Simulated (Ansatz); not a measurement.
AlN: frozen-core PAW against all-electron methods

```
CELL_PARAMETERS angstrom
3.01767 0.00000 0.00000
-1.50884 2.61338 0.00000
0.00000 0.00000 4.97800
ATOMIC_POSITIONS crystal
Al 0.33333 0.66667 0.00000
Al 0.66667 0.33333 0.50000
N 0.33333 0.66667 0.38500
N 0.66667 0.33333 0.88500
```

Atoms are numbered in the order listed.

The cell is COD entry 9008860, as deposited and not checked against the literature; nothing was relaxed. The listed cell was then made from it by scaling, straining or moving an atom.

Levels of theory: DFT, PBE, PAW with Ansatz's default frozen-core files, scalar-relativistic (Ansatz 0.2.0); DFT, PBE, all-electron LAPW, scalar-relativistic (Ansatz 0.2.0).

For PAW: a Γ-centred 11×11×6 k mesh, Fermi–Dirac smearing of 0.02 eV, cutoff 420 eV, no spin polarisation. LAPW targets a basis error of 1 meV/atom. The Ansatz runs share mesh, smearing and spin set-up. Plane-wave (PAW) pressures include the program's estimate of the Pulay term.

Stress and pressure are positive in compression.

The change that made this cell: equal xx and yy strain of -3 %.

PAW results:

```
              quantity     PAW
        pressure (GPa)   19.20
       stress xx (GPa)   25.05
       stress zz (GPa)    7.50
force on Al1, z (eV/Å)   0.600
 force on N3, z (eV/Å)  -0.600
         band gap (eV)   4.767
```

Question: What does LAPW (all electrons) give for the same quantities?

Answer: 
```
              quantity    LAPW
        pressure (GPa)   19.09
       stress xx (GPa)   24.93
       stress zz (GPa)    7.40
force on Al1, z (eV/Å)   0.603
 force on N3, z (eV/Å)  -0.603
         band gap (eV)   4.775
```
